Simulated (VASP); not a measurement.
Crystal: Zr3N4.

```
Zr N
1.0
    -3.37000    3.37000    3.37000
     3.37000   -3.37000    3.37000
     3.37000    3.37000   -3.37000
Zr N
6 8
Direct
  0.25000 0.62500 0.37500
  0.37500 0.25000 0.62500
  0.75000 0.87500 0.12500
  0.12500 0.75000 0.87500
  0.62500 0.37500 0.25000
  0.87500 0.12500 0.75000
  0.12600 0.12600 0.12600
  0.87400 0.50000 0.00000
  0.50000 0.00000 0.37400
  0.00000 0.87400 0.50000
  0.37400 0.50000 0.00000
  0.62600 0.62600 0.62600
  0.00000 0.37400 0.50000
  0.50000 0.00000 0.87400
```

| Property | Result |
| --- | --- |
| Program | VASP 6.6.1 |
| Task | relaxation of cell and atoms |
| Functional | PBE |
| Potentials or basis | VASP PAW PBE potentials, release 64 (Zr_sv, N) |
| Cutoff | 520 eV |
| k mesh | 6 × 6 × 6 |
| Occupations | gaussian, width 0.1 eV |
| Spin | no spin polarisation |

At the start: pressure 7.9 GPa; volume 10.94 Å³/atom.

Task: Where does the relaxation end?

Result: Over 10 steps the energy falls by 9.6 meV/atom and the volume is 11.15 Å³/atom (+1.9 %); space group I-43d (No. 220, to 0.05 Å).

The path:
| step | energy change (eV) | largest force (eV/Å) | pressure (GPa) | volume (Å³) |
| --- | --- | --- | --- | --- |
| 1 | 0.0000 | 0.3353 | 7.87 | 153.09 |
| 2 | 0.1977 | 0.2184 | -11.89 | 165.30 |
| 3 | -0.1138 | 0.1077 | -0.31 | 157.56 |
| 4 | -0.1139 | 0.1119 | -0.16 | 157.47 |
| 5 | -0.1181 | 0.1008 | -0.13 | 157.30 |
| 6 | -0.1278 | 0.0665 | -0.01 | 156.77 |
| 7 | -0.1341 | 0.0038 | 0.38 | 155.72 |
| 8 | -0.1343 | 0.0092 | 0.30 | 155.91 |
| 9 | -0.1303 | 0.0382 | -1.48 | 156.89 |
| 10 | -0.1345 | 0.0010 | -0.01 | 156.08 |

Final structure:
```
CELL_PARAMETERS angstrom
-3.39176 3.39176 3.39176
3.39176 -3.39176 3.39176
3.39176 3.39176 -3.39176
ATOMIC_POSITIONS crystal
Zr 0.25000 0.62500 0.37500
Zr 0.37500 0.25000 0.62500
Zr 0.75000 0.87500 0.12500
Zr 0.12500 0.75000 0.87500
Zr 0.62500 0.37500 0.25000
Zr 0.87500 0.12500 0.75000
N 0.13441 0.13441 0.13441
N 0.86559 0.50000 0.00000
N 0.50000 0.00000 0.36559
N 0.00000 0.86559 0.50000
N 0.36559 0.50000 0.00000
N 0.63441 0.63441 0.63441
N 0.00000 0.36559 0.50000
N 0.50000 0.00000 0.86559
```
